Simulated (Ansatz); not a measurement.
# SiO₂: a line through an energy map, part 1 of 2

Aim: follow the energy of SiO2 (P4_2/mnm, No. 136; 6 atoms in the cell) along one coordinate, volume per atom, with the other held at c/a of the conventional cell = 0.574.

Computed with Ansatz 0.2.0 (DFT LDA, scalar-relativistic, plane waves, PAW, unless a step's input says otherwise).

72 further runs of the same task are left out: 72 set aside as unsound or not needed.

## (1) The starting structure

It takes space group P4_2/mnm (No. 136, tetragonal). Conventional cell: a = 4.155 Å, b = 4.155 Å, c = 2.661 Å, α = 90.00°, β = 90.00°, γ = 90.00°. Si (site symmetry mmm) is surrounded by 6 O at 1.75 to 1.80 Å. Around O (site symmetry m2m) lie 3 Si at 1.75 to 1.80 Å.

Structure file:

```xyz
6
Lattice="4.1552 0.0000 0.0000 0.0000 4.1552 0.0000 0.0000 0.0000 2.6613" Properties=species:S:1:pos:R:3 pbc="T T T"
Si    2.0776    2.0776    1.3307
Si    0.0000    0.0000    0.0000
O     2.8854    2.8854    0.0000
O     0.8079    3.3473    1.3307
O     1.2697    1.2697    0.0000
O     3.3473    0.8079    1.3307
```

It goes back to an entry of the Materials Project, which need not be the stable form.

This cell was relaxed beforehand with the same method: volume 7.66 Å³/atom, gap on the mesh 5.82 eV.

## (2) Plan of the line

The energy is mapped over volume and the cell's shape.

The axes are (1) volume per atom: 11 values from 6.433 to 8.883 Å³; (2) c/a of the conventional cell: 11 values from 0.534 to 0.768.

Nothing else is relaxed (fractional coordinates fixed). Energies count from the relaxed crystal. Points are written as (first, second).

## (3) Point (6.433 Å³, 0.574)

input.yaml reads:

```yaml
crystal:
  lattice:
    - [4.0659984106, 0.0, 0.0]
    - [0.0, 4.0659984106, 0.0]
    - [0.0, 0.0, 2.3346962874]
  atoms:
    - { symbol: Si, position: [0.5, 0.5, 0.5] }
    - { symbol: Si, position: [0.0, 0.0, 0.0] }
    - { symbol: O, position: [0.6944252994, 0.6944252994, 0.0] }
    - { symbol: O, position: [0.1944252994, 0.8055747006, 0.5] }
    - { symbol: O, position: [0.3055747006, 0.3055747006, 0.0] }
    - { symbol: O, position: [0.8055747006, 0.1944252994, 0.5] }
basis:
  ecutwfc: 520.0
kpoints:
  mp_grid: { grid: [6, 6, 10] }
hamiltonian:
  xc: lda
  pseudopotentials: { kind: paw, azcp: { folder: soft_1 } }
scf:
  occupations: { method: gaussian, width: 0.05 }
output:
  forces: true
  stress: true
  eigenvalues: true
  write_density: true
  write_potential: true
  elf: true
  volumetric_format: npy
```

Run with:

```console
ansatz run input.yaml --threads 2 --pin off --max-ram 4096MiB --backend cpu --events-out ev --progress --plain --runs-dir out
```

The log of the run, cut to the lines that bear on the results:

```text
Warning: <dir> the record states the generating functional pbe (its physics header spells it `PBE`), which answers neither for hamiltonian.xc's functional nor for the lda family's — results may be inconsistent (PPs are generated against a specific XC)
[...]
Warning: RAYON_NUM_THREADS=2 ignored (pool sized by the plan → 2); use --threads N
[...]
Pseudopotentials: kind: paw
Pseudopotential: Si, paw, valence charge 4, recommended cutoff 420 eV (normal), <dir>
Pseudopotential: O, paw, valence charge 6, recommended cutoff 420 eV (normal), <dir>
Functional definition: SPW92
[...]
Crystal: 6 atoms, lattice volume = 38.598 Å³
Basis set: ecut = 520 eV, 1065 PW (Γ)
Bands: 22, of which v1, the nominal top of the filled ones, is band 16 counted from 1 (15 counted from 0)
Symmetry: 16 space group operations
Space group: P42/mnm (ITA 136), of the structure as read, at distance tolerance 3.4e-5 Å
k-points: 60 of 360
[...]
SCF iter   1: F=—  HF=-3445.832755 eV  |F-HF|=—  |Δ(HF+E_count)|=         —  Δρ=1.84e-1  dr2=9.26e0  ethr=3.10e-3  ⟨swp⟩=6.1  Hψ=7370  notcnv=0
[...]
SCF iter   7: F=-3442.784334 eV  HF=-3442.784334 eV  |F-HF|=1.27e-8  |Δ(HF+E_count)|=   2.32e-7  Δρ=9.67e-6  dr2=1.83e-8  ethr=3.13e-10  ⟨swp⟩=15.0  Hψ=10797  notcnv=0
[...]
SCF converged after 7 iterations
Free energy (F): -3442.784334 eV
[...]
E sigma→0 (E₀):  -3442.784334 eV
Fermi energy:    17.755767 eV
[...]
--- Forces (eV/Å), atoms counted from 1 ---
  atom   1  Si    -0.00000000     0.00000000     0.00000000
  atom   2  Si    -0.00000000    -0.00000000     0.00000000
  atom   3  O      1.16529949     1.16529949     0.00000000
  atom   4  O      1.16529949    -1.16529949     0.00000000
  atom   5  O     -1.16529949    -1.16529949     0.00000000
  atom   6  O     -1.16529949     1.16529949     0.00000000
[...]
--- Stress (GPa, compression-positive) ---
       60.297101       0.000000       0.000000
        0.000000      60.297101       0.000000
        0.000000       0.000000     164.656962
  P = ⅓ Tr σ = 95.0837 GPa (950.837 kbar)
--- Band table (eV; the first three rows and the last of 60) ---
  k-point 0: bands = ["-11.2709", "-6.8403", "-6.8403", "-6.7564", "1.2387", "5.1003", "5.1003", "5.1765", "7.0383", "8.6928", "10.4903", "10.4903", "11.4097", "12.1264", "12.1264", "13.2127", "22.3603", "22.4472", "24.5716", "25.0137", "25.0137", "29.1183"]
[...]
```

It took 5.6 s on 2 threads of Arm Neoverse N1, shared host; peak memory 0.32 GiB.

Density in a lattice plane of the grid's cell (edges 4.07 and 4.07 Å, at 0.000 of the third edge), which holds Si and O.

Values in e/Å³, 12 rows by 12 columns:
```
0.18 0.29 0.38 0.29 0.15 0.09 0.14 0.30 0.52 0.62 0.54 0.31
0.30 0.38 0.41 0.29 0.16 0.15 0.37 1.14 2.38 2.16 1.18 0.54
0.28 0.29 0.29 0.23 0.16 0.23 0.78 3.06 6.89 5.63 2.16 0.62
0.17 0.15 0.16 0.16 0.16 0.29 0.98 3.66 8.05 6.89 2.38 0.52
0.10 0.09 0.15 0.23 0.29 0.36 0.73 1.89 3.66 3.06 1.14 0.30
0.08 0.14 0.37 0.78 0.98 0.73 0.57 0.73 0.98 0.78 0.37 0.14
0.10 0.30 1.14 3.06 3.66 1.89 0.73 0.36 0.29 0.23 0.15 0.09
0.17 0.52 2.38 6.89 8.05 3.66 0.98 0.29 0.16 0.16 0.16 0.15
0.28 0.62 2.16 5.63 6.89 3.06 0.78 0.23 0.16 0.23 0.29 0.29
0.30 0.54 1.18 2.16 2.38 1.14 0.37 0.15 0.16 0.29 0.41 0.38
0.18 0.31 0.54 0.62 0.52 0.30 0.14 0.09 0.15 0.29 0.38 0.29
0.12 0.18 0.30 0.28 0.17 0.10 0.08 0.10 0.17 0.28 0.30 0.18
```
Columns run along the first of these edges and rows up along the second, over one cell in 12 and 12 even steps from the bottom left corner. Atoms in the plane (fractional): Si at (0.00, 0.00), O at (0.69, 0.69), O at (0.31, 0.31).

ELF in the same plane.

Ten even steps from ' ' (0.02) to '@' (0.85):
```
::............            ..::::--------::......
    ..........          ::==**####%%%%##**++::..
  ............        ..==##@@@@@@@@@@@@@@%%++::
............          --**%%@@@@%%%%@@@@@@%%**::
........            ..==##@@@@##++++##@@@@@@**--
                    ..==##%%%%**----++%%@@@@**--
                    ..==**%%%%**====**%%@@%%**::
              ........--++##%%%%####%%@@@@%%++::
        ..::--==----::::--++##%%%%@@@@@@%%**--..
    ..--++**######**==--::--==**######**++--..  
  ..--**%%@@@@@@%%%%##++--::::----==--::..      
  ::++%%@@@@%%####%%%%##++--........            
  ::**%%@@%%**====**%%%%**==..                  
  --**@@@@%%++----**%%%%##==..                  
..--**@@@@@@##++++##@@@@##==..            ......
..::**%%@@@@@@%%%%@@@@%%**--          ..........
  ::++%%@@@@@@@@@@@@@@##==..        ............
  ..::++**##%%%%####**==::          ..........  
::......::--------::::..            ............
==::..  ......                      ......  ..::
```
Columns run along the first of these edges and rows up along the second, over one cell in 24 and 20 even steps from the bottom left corner. Atoms in the plane (fractional): Si at (0.00, 0.00), O at (0.69, 0.69), O at (0.31, 0.31).

Both are smooth fields of the valence electrons: close to the nuclei they are not physical.

Outside the cores ELF peaks at 0.87 on the O–Si line, 0.7 Å from O; 0.83 beside O, off the lines to its neighbours, 0.6 Å from O.

Energy on the map's scale: 448 meV/atom.

## (4) Grid point (6.923 Å³, 0.574)

Changes to input.yaml since step 3:

```diff
@@ -2,5 +2,5 @@
   lattice:
-    - [4.0659984106, 0.0, 0.0]
-    - [0.0, 4.0659984106, 0.0]
-    - [0.0, 0.0, 2.3346962874]
+    - [4.166718216, 0.0, 0.0]
+    - [0.0, 4.166718216, 0.0]
+    - [0.0, 0.0, 2.3925295996]
   atoms:
@@ -25,5 +25 @@
   eigenvalues: true
-  write_density: true
-  write_potential: true
-  elf: true
-  volumetric_format: npy
```

Run with:

```console
ansatz run input.yaml --threads 2 --pin off --max-ram 4096MiB --backend cpu --events-out ev --progress --plain --runs-dir out
```

The log of the run, cut to the lines that bear on the results:

```text
Warning: <dir> the record states the generating functional pbe (its physics header spells it `PBE`), which answers neither for hamiltonian.xc's functional nor for the lda family's — results may be inconsistent (PPs are generated against a specific XC)
[...]
Warning: RAYON_NUM_THREADS=2 ignored (pool sized by the plan → 2); use --threads N
[...]
[... 4 set-up lines as earlier in the session ...]
[...]
Crystal: 6 atoms, lattice volume = 41.538 Å³
Basis set: ecut = 520 eV, 1105 PW (Γ)
Bands: 22, of which v1, the nominal top of the filled ones, is band 16 counted from 1 (15 counted from 0)
[... 1 set-up line as earlier in the session ...]
Space group: P42/mnm (ITA 136), of the structure as read, at distance tolerance 3.5e-5 Å
k-points: 60 of 360
[...]
SCF iter   7: F=-3444.105953 eV  HF=-3444.105953 eV  |F-HF|=1.52e-8  |Δ(HF+E_count)|=   8.01e-8  Δρ=1.00e-5  dr2=2.19e-8  ethr=3.13e-10  ⟨swp⟩=9.2  Hψ=6643  notcnv=0
[...]
SCF converged after 7 iterations
Free energy (F): -3444.105953 eV
[...]
E sigma→0 (E₀):  -3444.105953 eV
Fermi energy:    15.793840 eV
[...]
--- Forces (eV/Å), atoms counted from 1 ---
  atom   1  Si     0.00000000     0.00000000     0.00000000
  atom   2  Si     0.00000000    -0.00000000     0.00000000
  atom   3  O      0.39626381     0.39626381     0.00000000
  atom   4  O      0.39626381    -0.39626381     0.00000000
  atom   5  O     -0.39626381    -0.39626381     0.00000000
  atom   6  O     -0.39626381     0.39626381     0.00000000
[...]
--- Stress (GPa, compression-positive) ---
       23.514980       0.000000       0.000000
        0.000000      23.514980       0.000000
        0.000000       0.000000     107.101967
  P = ⅓ Tr σ = 51.3773 GPa (513.773 kbar)
--- Band table (eV; the first three rows and the last of 60) ---
  k-point 0: bands = ["-11.7317", "-7.6892", "-7.6892", "-7.6171", "0.3696", "4.2659", "4.2659", "4.5718", "6.1037", "7.5759", "9.3157", "9.3157", "10.0781", "10.8447", "10.8447", "11.8863", "19.7014", "20.7827", "22.8395", "22.8395", "22.9646"]
[...]
```

Wall time 4.3 s (2 threads of Arm Neoverse N1, shared host); peak memory 0.32 GiB.

On the map this point reads 228 meV/atom.

## (5) Point (7.168 Å³, 0.574)

Changes to input.yaml since step 4:

```diff
@@ -2,5 +2,5 @@
   lattice:
-    - [4.166718216, 0.0, 0.0]
-    - [0.0, 4.166718216, 0.0]
-    - [0.0, 0.0, 2.3925295996]
+    - [4.2153019198, 0.0, 0.0]
+    - [0.0, 4.2153019198, 0.0]
+    - [0.0, 0.0, 2.4204263623]
   atoms:
```

Run with:

```console
ansatz run input.yaml --threads 2 --pin off --max-ram 4096MiB --backend cpu --events-out ev --progress --plain --runs-dir out
```

The log of the run, cut to the lines that bear on the results:

```text
Warning: <dir> the record states the generating functional pbe (its physics header spells it `PBE`), which answers neither for hamiltonian.xc's functional nor for the lda family's — results may be inconsistent (PPs are generated against a specific XC)
[...]
Warning: RAYON_NUM_THREADS=2 ignored (pool sized by the plan → 2); use --threads N
[...]
[... 4 set-up lines as earlier in the session ...]
[...]
Crystal: 6 atoms, lattice volume = 43.008 Å³
Basis set: ecut = 520 eV, 1153 PW (Γ)
Bands: 22, of which v1, the nominal top of the filled ones, is band 16 counted from 1 (15 counted from 0)
[... 2 set-up lines as earlier in the session ...]
k-points: 60 of 360
[...]
SCF iter   7: F=-3444.497180 eV  HF=-3444.497180 eV  |F-HF|=2.31e-8  |Δ(HF+E_count)|=   1.37e-8  Δρ=1.22e-5  dr2=3.29e-8  ethr=3.13e-10  ⟨swp⟩=9.4  Hψ=6697  notcnv=0
[...]
SCF converged after 7 iterations
Free energy (F): -3444.497180 eV
[...]
E sigma→0 (E₀):  -3444.497180 eV
Fermi energy:    14.868411 eV
[...]
--- Forces (eV/Å), atoms counted from 1 ---
  atom   1  Si     0.00000000    -0.00000000     0.00000000
  atom   2  Si     0.00000000     0.00000000     0.00000000
  atom   3  O      0.07325024     0.07325024     0.00000000
  atom   4  O      0.07325024    -0.07325024     0.00000000
  atom   5  O     -0.07325024    -0.07325024     0.00000000
  atom   6  O     -0.07325024     0.07325024     0.00000000
[...]
--- Stress (GPa, compression-positive) ---
        9.396761       0.000000       0.000000
        0.000000       9.396761       0.000000
        0.000000       0.000000      84.322217
  P = ⅓ Tr σ = 34.3719 GPa (343.719 kbar)
--- Band table (eV; the first three rows and the last of 60) ---
  k-point 0: bands = ["-11.9385", "-8.0727", "-8.0727", "-8.0056", "-0.0207", "3.8912", "3.8912", "4.2956", "5.6792", "7.0735", "8.7851", "8.7851", "9.4792", "10.2665", "10.2665", "11.2870", "18.4499", "20.0472", "21.8482", "21.8482", "22.2449"]
[...]
```

Wall time 4.2 s (2 threads of Arm Neoverse N1, shared host); peak memory 0.32 GiB.

That is 162 meV/atom from the zero.

## (6) The run at (7.413 Å³, 0.574)

Changes to input.yaml since step 5:

```diff
@@ -2,5 +2,5 @@
   lattice:
-    - [4.2153019198, 0.0, 0.0]
-    - [0.0, 4.2153019198, 0.0]
-    - [0.0, 0.0, 2.4204263623]
+    - [4.2627908096, 0.0, 0.0]
+    - [0.0, 4.2627908096, 0.0]
+    - [0.0, 0.0, 2.4476944828]
   atoms:
```

Run with:

```console
ansatz run input.yaml --threads 2 --pin off --max-ram 4096MiB --backend cpu --events-out ev --progress --plain --runs-dir out
```

The log of the run, cut to the lines that bear on the results:

```text
Warning: <dir> the record states the generating functional pbe (its physics header spells it `PBE`), which answers neither for hamiltonian.xc's functional nor for the lda family's — results may be inconsistent (PPs are generated against a specific XC)
[...]
Warning: RAYON_NUM_THREADS=2 ignored (pool sized by the plan → 2); use --threads N
[...]
[... 4 set-up lines as earlier in the session ...]
[...]
Crystal: 6 atoms, lattice volume = 44.478 Å³
Basis set: ecut = 520 eV, 1193 PW (Γ)
Bands: 22, of which v1, the nominal top of the filled ones, is band 16 counted from 1 (15 counted from 0)
[... 2 set-up lines as earlier in the session ...]
k-points: 60 of 360
[...]
SCF iter   7: F=-3444.744456 eV  HF=-3444.744456 eV  |F-HF|=3.36e-8  |Δ(HF+E_count)|=   1.15e-7  Δρ=1.40e-5  dr2=4.78e-8  ethr=3.13e-10  ⟨swp⟩=9.7  Hψ=6729  notcnv=0
[...]
SCF converged after 7 iterations
Free energy (F): -3444.744456 eV
[...]
E sigma→0 (E₀):  -3444.744456 eV
Fermi energy:    13.999851 eV
[...]
--- Forces (eV/Å), atoms counted from 1 ---
  atom   1  Si    -0.00000000     0.00000000     0.00000000
  atom   2  Si    -0.00000000     0.00000000     0.00000000
  atom   3  O     -0.21514549    -0.21514549    -0.00000000
  atom   4  O     -0.21514549     0.21514549    -0.00000000
  atom   5  O      0.21514549     0.21514549     0.00000000
  atom   6  O      0.21514549    -0.21514549     0.00000000
[...]
--- Stress (GPa, compression-positive) ---
       -2.477385       0.000000       0.000000
        0.000000      -2.477385       0.000000
        0.000000       0.000000      64.728046
  P = ⅓ Tr σ = 19.9244 GPa (199.244 kbar)
--- Band table (eV; the first three rows and the last of 60) ---
  k-point 0: bands = ["-12.1319", "-8.4324", "-8.4324", "-8.3698", "-0.3855", "3.5411", "3.5411", "4.0348", "5.2794", "6.6035", "8.2874", "8.2874", "8.9192", "9.7247", "9.7247", "10.7248", "17.2749", "19.3416", "20.9136", "20.9136", "21.5701"]
[...]
```

Wall time 4.5 s (2 threads of Arm Neoverse N1, shared host); peak memory 0.32 GiB.

Energy on the map's scale: 121 meV/atom.

## (7) Grid point (7.658 Å³, 0.574)

Changes to input.yaml since step 6:

```diff
@@ -2,5 +2,5 @@
   lattice:
-    - [4.2627908096, 0.0, 0.0]
-    - [0.0, 4.2627908096, 0.0]
-    - [0.0, 0.0, 2.4476944828]
+    - [4.3092533754, 0.0, 0.0]
+    - [0.0, 4.3092533754, 0.0]
+    - [0.0, 0.0, 2.4743732881]
   atoms:
```

Run with:

```console
ansatz run input.yaml --threads 2 --pin off --max-ram 4096MiB --backend cpu --events-out ev --progress --plain --runs-dir out
```

The log of the run, cut to the lines that bear on the results:

```text
[...]
SCF converged after 7 iterations
Free energy (F): -3444.869398 eV
[...]
E sigma→0 (E₀):  -3444.869398 eV
Fermi energy:    13.183699 eV
[...]
--- Forces (eV/Å), atoms counted from 1 ---
  atom   1  Si    -0.00000000     0.00000000     0.00000000
  atom   2  Si    -0.00000000    -0.00000000     0.00000000
  atom   3  O     -0.47298941    -0.47298941     0.00000000
  atom   4  O     -0.47298941     0.47298941     0.00000000
  atom   5  O      0.47298941     0.47298941     0.00000000
  atom   6  O      0.47298941    -0.47298941     0.00000000
[...]
--- Stress (GPa, compression-positive) ---
      -12.460103       0.000000       0.000000
        0.000000     -12.460103       0.000000
        0.000000       0.000000      47.838513
  P = ⅓ Tr σ = 7.6394 GPa (76.394 kbar)
--- Band table (eV; the first three rows and the last of 60) ---
  k-point 0: bands = ["-12.3133", "-8.7709", "-8.7709", "-8.7122", "-0.7272", "3.2130", "3.2130", "3.7877", "4.9020", "6.1628", "7.8196", "7.8196", "8.3941", "9.2157", "9.2157", "10.1962", "16.1712", "18.6618", "20.0310", "20.0310", "20.9350"]
[...]
```

Wall time 5 s (2 threads of Arm Neoverse N1, shared host); peak memory 0.33 GiB.

On the map this point reads 100 meV/atom.

## (8) The run at (7.903 Å³, 0.574)

Changes to input.yaml since step 7:

```diff
@@ -2,5 +2,5 @@
   lattice:
-    - [4.3092533754, 0.0, 0.0]
-    - [0.0, 4.3092533754, 0.0]
-    - [0.0, 0.0, 2.4743732881]
+    - [4.3547177817, 0.0, 0.0]
+    - [0.0, 4.3547177817, 0.0]
+    - [0.0, 0.0, 2.5004789502]
   atoms:
```

Run with:

```console
ansatz run input.yaml --threads 2 --pin off --max-ram 4096MiB --backend cpu --events-out ev --progress --plain --runs-dir out
```

The log of the run, cut to the lines that bear on the results:

```text
[...]
SCF converged after 7 iterations
Free energy (F): -3444.890266 eV
[...]
E sigma→0 (E₀):  -3444.890266 eV
Fermi energy:    12.416379 eV
[...]
--- Forces (eV/Å), atoms counted from 1 ---
  atom   1  Si     0.00000000    -0.00000000     0.00000000
  atom   2  Si    -0.00000000     0.00000000     0.00000000
  atom   3  O     -0.70355681    -0.70355681     0.00000000
  atom   4  O     -0.70355681     0.70355681     0.00000000
  atom   5  O      0.70355681     0.70355681     0.00000000
  atom   6  O      0.70355681    -0.70355681     0.00000000
[...]
--- Stress (GPa, compression-positive) ---
      -20.838856       0.000000       0.000000
        0.000000     -20.838856       0.000000
        0.000000       0.000000      33.265649
  P = ⅓ Tr σ = -2.8040 GPa (-28.040 kbar)
--- Band table (eV; the first three rows and the last of 60) ---
  k-point 0: bands = ["-12.4838", "-9.0899", "-9.0899", "-9.0347", "-1.0479", "2.9051", "2.9051", "3.5535", "4.5449", "5.7489", "7.3791", "7.3791", "7.9011", "8.7370", "8.7370", "9.6985", "15.1343", "18.0049", "19.1967", "19.1967", "20.3358"]
[...]
```

Run time: 5.3 s. Hardware: 2 threads of Arm Neoverse N1, shared host; peak memory 0.33 GiB.

On the map this point reads 97 meV/atom.

## (9) Point (8.148 Å³, 0.574)

Changes to input.yaml since step 8:

```diff
@@ -2,5 +2,5 @@
   lattice:
-    - [4.3547177817, 0.0, 0.0]
-    - [0.0, 4.3547177817, 0.0]
-    - [0.0, 0.0, 2.5004789502]
+    - [4.3992606511, 0.0, 0.0]
+    - [0.0, 4.3992606511, 0.0]
+    - [0.0, 0.0, 2.5260554659]
   atoms:
```

Run with:

```console
ansatz run input.yaml --threads 2 --pin off --max-ram 4096MiB --backend cpu --events-out ev --progress --plain --runs-dir out
```

The log of the run, cut to the lines that bear on the results:

```text
[...]
SCF converged after 7 iterations
Free energy (F): -3444.822679 eV
[...]
E sigma→0 (E₀):  -3444.822679 eV
Fermi energy:    11.693644 eV
[...]
--- Forces (eV/Å), atoms counted from 1 ---
  atom   1  Si    -0.00000000     0.00000000     0.00000000
  atom   2  Si    -0.00000000    -0.00000000     0.00000000
  atom   3  O     -0.90998975    -0.90998975     0.00000000
  atom   4  O     -0.90998975     0.90998975     0.00000000
  atom   5  O      0.90998975     0.90998975     0.00000000
  atom   6  O      0.90998975    -0.90998975     0.00000000
[...]
--- Stress (GPa, compression-positive) ---
      -27.861239       0.000000       0.000000
        0.000000     -27.861239       0.000000
        0.000000       0.000000      20.669017
  P = ⅓ Tr σ = -11.6845 GPa (-116.845 kbar)
--- Band table (eV; the first three rows and the last of 60) ---
  k-point 0: bands = ["-12.6448", "-9.3914", "-9.3914", "-9.3393", "-1.3495", "2.6154", "2.6154", "3.3309", "4.2061", "5.3592", "6.9635", "6.9635", "7.4370", "8.2854", "8.2854", "9.2287", "14.1586", "17.3681", "18.4067", "18.4067", "19.7690"]
[...]
```

Run time: 5 s. Hardware: 2 threads of Arm Neoverse N1, shared host; peak memory 0.33 GiB.

Energy on the map's scale: 108 meV/atom.

## (10) The run at (8.393 Å³, 0.574)

Changes to input.yaml since step 9:

```diff
@@ -2,5 +2,5 @@
   lattice:
-    - [4.3992606511, 0.0, 0.0]
-    - [0.0, 4.3992606511, 0.0]
-    - [0.0, 0.0, 2.5260554659]
+    - [4.4429193362, 0.0, 0.0]
+    - [0.0, 4.4429193362, 0.0]
+    - [0.0, 0.0, 2.5511242829]
   atoms:
```

Run with:

```console
ansatz run input.yaml --threads 2 --pin off --max-ram 4096MiB --backend cpu --events-out ev --progress --plain --runs-dir out
```

The log of the run, cut to the lines that bear on the results:

```text
[...]
SCF converged after 7 iterations
Free energy (F): -3444.679915 eV
[...]
E sigma→0 (E₀):  -3444.679915 eV
Fermi energy:    11.012178 eV
[...]
--- Forces (eV/Å), atoms counted from 1 ---
  atom   1  Si    -0.00000000     0.00000000     0.00000000
  atom   2  Si    -0.00000000    -0.00000000     0.00000000
  atom   3  O     -1.09481461    -1.09481461     0.00000000
  atom   4  O     -1.09481461     1.09481461     0.00000000
  atom   5  O      1.09481461     1.09481461     0.00000000
  atom   6  O      1.09481461    -1.09481461     0.00000000
[...]
--- Stress (GPa, compression-positive) ---
      -33.728144       0.000000       0.000000
        0.000000     -33.728144       0.000000
        0.000000       0.000000       9.772353
  P = ⅓ Tr σ = -19.2280 GPa (-192.280 kbar)
--- Band table (eV; the first three rows and the last of 60) ---
  k-point 0: bands = ["-12.7970", "-9.6769", "-9.6769", "-9.6276", "-1.6338", "2.3424", "2.3424", "3.1190", "3.8840", "4.9916", "6.5706", "6.5706", "6.9994", "7.8588", "7.8588", "8.7846", "13.2398", "16.7491", "17.6579", "17.6579", "19.2316"]
[...]
```

Wall time 5.4 s (2 threads of Arm Neoverse N1, shared host); peak memory 0.33 GiB.

Energy on the map's scale: 132 meV/atom.

(Continued in part 2 of 2.)
